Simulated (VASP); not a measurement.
# Ni (Fm-3m) in VASP: notebook, part 2 of 2

VASP 6.6.1. Earlier steps stand in the parts before.

## Step 5: Single point, PBE, collinear spin, ferromagnetic start

INCAR reads:

```
ALGO = Fast
EDIFF = 1E-7
ENCUT = 520
GGA = PE
ISIF = 2
ISMEAR = 0
ISPIN = 2
LASPH = T
LCHARG = F
LMAXMIX = 4
LORBIT = 11
LREAL = F
LWAVE = F
MAGMOM = 0.8
NELM = 120
PREC = Accurate
SIGMA = 0.1
```

KPOINTS reads:

```
k-points
0
Gamma
  12 12 12
```

POSCAR reads:

```
Ni
1.0
    0.0000000000      1.7619350000      1.7619350000
    1.7619350000      0.0000000000      1.7619350000
    1.7619350000      1.7619350000      0.0000000000
Ni
1
Direct
    0.0000000000      0.0000000000      0.0000000000
```

Potentials or basis: VASP PAW PBE potentials, release 64 (Ni).

Command:

```console
cat potpaw_PBE.64/Ni/POTCAR > POTCAR
mpirun -np 1 vasp_std > vasp.out
```

OUTCAR:

```text
EDIFF = 1E-7
   ENCUT = 520
   GGA = PE
   ISIF = 2
   ISMEAR = 0
   ISPIN = 2
   LASPH = T
   LORBIT = 11
   LREAL = F
   NELM = 120
   PREC = Accurate

 ion  position               nearest neighbor table
   1  0.000  0.000  0.000-

  LATTYP: Found a face centered cubic cell.
 ALAT       =     3.5238700000

  Lattice vectors:

 A1 = (   0.0000000000,   1.7619350000,   1.7619350000)
 A2 = (   1.7619350000,   0.0000000000,   1.7619350000)
 A3 = (   1.7619350000,   1.7619350000,   0.0000000000)

Analysis of symmetry for initial positions (statically):
=====================================================================
 Subroutine PRICEL returns:
 Original cell was already a primitive cell.

 Routine SETGRP: Setting up the symmetry group for a
 face centered cubic supercell.

 Subroutine GETGRP returns: Found 48 space group operations
 (whereof 48 operations were pure point group operations)
 out of a pool of 48 trial point group operations.

The static configuration has the point symmetry O_h .

Analysis of symmetry for dynamics (positions and initial velocities):
[... 483 lines left out ...]
      8      36.7781      0.00000
      9      36.7781      0.00000
[... 265 lines left out ...]
 k-point    24 :      -0.4167    0.1667    0.0000
  band No.  band energies     occupation
      1       5.5181      1.00000
      2       6.9679      1.00000
      3       7.6406      1.00000
      4       7.9002      1.00000
      5       9.3459      0.24656
      6      11.7961      0.00000
      7      15.7805      0.00000
      8      26.0553      0.00000
      9      30.8111      0.00000

 [... further k-points ...]

------------------------ aborting loop because EDIFF is reached ----------------------------------------

  FORCE on cell =-STRESS in cart. coord.  units (eV):
  Direction    XX          YY          ZZ          XY          YZ          ZX
  --------------------------------------------------------------------------------------
  -------------------------------------------------------------------------------------
  Total       -0.0374414     -0.0374414     -0.0374414     -0.0000000      0.0000000      0.0000000
  in kB       -5.4835623     -5.4835623     -5.4835623     -0.0000000      0.0000000      0.0000000
  external PRESSURE =      -5.4835623 kB  Pullay stress =       0.0000000 kB

 VOLUME and BASIS-vectors are now :
 -----------------------------------------------------------------------------
  energy-cutoff  :      520.00
  volume of cell :       10.94
      direct lattice vectors                 reciprocal lattice vectors
     0.000000000  1.761935000  1.761935000    -0.283778914  0.283778914  0.283778914
     1.761935000  0.000000000  1.761935000     0.283778914 -0.283778914  0.283778914
     1.761935000  1.761935000  0.000000000     0.283778914  0.283778914 -0.283778914

 POSITION                                       TOTAL-FORCE (eV/Angst)
 -----------------------------------------------------------------------------------
      0.00000      0.00000      0.00000        -0.000000     -0.000000     -0.000000
 -----------------------------------------------------------------------------------
    total drift:                                0.000000     -0.000000      0.000000

  FREE ENERGIE OF THE ION-ELECTRON SYSTEM (eV)
  ---------------------------------------------------
  free  energy   TOTEN  =        -5.4736525310 eV

  energy  without entropy=       -5.4650619418  energy(sigma->0) =       -5.46935724

 total charge

# of ion       s       p       d       tot
------------------------------------------
    1        0.497   0.495   8.307   9.299

 magnetization (x)

# of ion       s       p       d       tot
------------------------------------------
    1       -0.006  -0.026   0.727   0.695
```

OSZICAR:

```text
N       E                     dE             d eps       ncg     rms          rms(c)
DAV:   1     0.229515281580E+02    0.22952E+02   -0.48480E+03  2672   0.143E+03
DAV:   2    -0.606275662694E+01   -0.29014E+02   -0.28052E+02  2617   0.165E+02
DAV:   3    -0.650183279224E+01   -0.43908E+00   -0.43849E+00  3046   0.272E+01
DAV:   4    -0.650586792061E+01   -0.40351E-02   -0.40346E-02  3045   0.225E+00
DAV:   5    -0.650597437202E+01   -0.10645E-03   -0.10645E-03  2994   0.315E-01    0.998E+00
RMM:   6    -0.580378715839E+01    0.70219E+00   -0.50040E+00  2999   0.398E+01    0.658E+00
RMM:   7    -0.549415367831E+01    0.30963E+00   -0.82327E-01  2956   0.169E+01    0.216E+00
RMM:   8    -0.547615341924E+01    0.18000E-01   -0.11594E-02  3404   0.128E+00    0.989E-01
RMM:   9    -0.547415589609E+01    0.19975E-02   -0.15406E-03  3313   0.517E-01    0.212E-01
RMM:  10    -0.547366273968E+01    0.49316E-03   -0.31214E-04  3169   0.309E-01    0.458E-02
RMM:  11    -0.547365011560E+01    0.12624E-04   -0.90206E-05  3440   0.106E-01    0.336E-02
RMM:  12    -0.547365282298E+01   -0.27074E-05   -0.14746E-05  3536   0.402E-02    0.162E-02
RMM:  13    -0.547365258007E+01    0.24291E-06   -0.20803E-06  3468   0.148E-02    0.324E-03
RMM:  14    -0.547365253097E+01    0.49100E-07   -0.31339E-07  2322   0.637E-03
   1 F= -.54736525E+01 E0= -.54693572E+01  d E =-.859059E-02  mag=     0.6821
```

stdout:

```text
POSCAR found type information on POSCAR Ni
 POSCAR found :  1 types and       1 ions
 scaLAPACK will be used
 LDA part: xc-table for (Slater+PW92), standard interpolation
 POSCAR, INCAR and KPOINTS ok, starting setup
 FFT: planning ... GRIDC
 FFT: planning ... GRID_SOFT
 FFT: planning ... GRID
 WAVECAR not read
 entering main loop
```

Run time: 16 s. Hardware: 1 thread of Intel Xeon Platinum 8259CL at 2.50GHz (Skylake/Cascade Lake), shared host; peak memory 0.13 GiB.

Results:

```yaml
Free_energy: -5.4737 eV
Pressure: -0.5 GPa
Band_gap_on_the_k_mesh: none (metal or under the smearing width)
Net_moment: 0.68 μB per cell
Site_moments: Ni +0.69 μB
Valence_electrons_inside_the_program's_atomic_spheres: Ni 9.30
```

Levels at points of the mesh, in eV from the Fermi level:
Spin up:
```tsv
k point	band 3	band 4	band 5	band 6	band 7	band 8
(0.00, 0.00, 0.00)	-2.46	-2.46	-1.29	-1.29	23.68	27.49
(0.50, 0.00, 0.00)	-2.44	-0.65	-0.65	-0.28	5.60	22.18
(0.50, 0.50, 0.00)	-0.59	-0.53	-0.53	2.45	9.16	14.77
```
Spin down:
```tsv
k point	band 2	band 3	band 4	band 5	band 6	band 7
(0.00, 0.00, 0.00)	-1.65	-1.65	-1.65	-0.65	-0.65	23.51
(0.50, 0.00, 0.00)	-1.77	-1.77	-0.34	0.17	0.17	6.06
(0.50, 0.50, 0.00)	-3.53	0.08	0.41	0.41	2.40	9.42
```

## Step 6: Overview

```tsv
k mesh	mesh quality	gap on the mesh (eV)	pressure (GPa)	moment (μB)
4 × 4 × 4	coarse	none	-4.2	0.59
8 × 8 × 8	coarse	none	-0.7	0.70
10 × 10 × 10	not flagged	none	-0.4	0.72
12 × 12 × 12	not flagged	none	-0.5	0.68
```

Alike in all rows: task single point; level PBE; potentials or basis VASP PAW PBE potentials, release 64 (Ni); spin collinear, ferromagnetic start; cell as given; cutoff (eV) 520; smearing gaussian 0.1 eV.

Caveats: some runs use coarse meshes.

Total energies depend on the potentials used, so only differences within one code and one set of settings carry meaning.
